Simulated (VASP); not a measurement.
Sb under changes of volume

One of the cells (28.945 Å³/atom); the others are scaled copies at fixed shape and fractional positions:

```
CELL_PARAMETERS angstrom
3.07037 0.00000 0.00000
0.00000 3.07037 0.00000
0.00000 0.00000 3.07037
ATOMIC_POSITIONS crystal
Sb 0.00000 0.00000 0.00000
```

This isn't the form of Sb at room conditions, which is rhombohedral.

```yaml
Program: VASP 6.6.1
Functional: PBEsol
Potentials_or_basis: VASP PAW PBE potentials, release 64 (Sb)
Cutoff: 520 eV
k_mesh: 8 × 8 × 8
Occupations: fermi-dirac, width 0.05 eV
Spin: no spin polarisation
```

```csv
volume (Å³/atom),energy over the lowest point (meV/atom),pressure (GPa)
27.787,10.31,2.9
28.366,2.51,1.4
28.945,0.00,0.0
29.524,2.26,-1.3
30.103,?,?
```

Q: What does the run at 30.103 Å³/atom give?

A: Energy over the lowest point 8.78 meV/atom; pressure -2.4 GPa.

Worked out: A Birch-Murnaghan fit of order 2 (a polynomial in V^(-2/3)) to the other rows has its minimum at 28.95 Å³/atom with B0 = V·E''(V) = 66 GPa. It gives 8.85 meV/atom at 30.103 Å³/atom, against the run's 8.78, and -dE/dV = -2.4 GPa, against -2.4.

Energies are extrapolated to zero smearing.

Caveats: the PAW data sets were made with another functional, which shifts forces and pressure a little.
